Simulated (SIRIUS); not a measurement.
Pd:

```
CELL_PARAMETERS angstrom
0.00000 1.94650 1.94650
1.94650 0.00000 1.94650
1.94650 1.94650 0.00000
ATOMIC_POSITIONS crystal
Pd 0.00000 0.00000 0.00000
```

Program: SIRIUS 7.12.0. Alike in all runs: task band structure; potentials or basis PseudoDojo 0.4.1 PBE standard (scalar relativistic); no spin polarisation; cell as given; k mesh 10 × 10 × 10; cutoff (eV) 1127; smearing fermi-dirac 0.05 eV.

Task: Order these runs on this cell by their pressure, lowest first.
A. level LDA
B. level RPBE
C. level BPBE
D. level PBEsol

Result: A (-8.4 GPa), D (-2.7 GPa), C (6.6 GPa), B (11.5 GPa).

Caveats: this set's palladium file may shift the pressure by some GPa; the potentials were made for another functional, which shifts forces and pressure.

Runs at the PBE level aren't shown here.
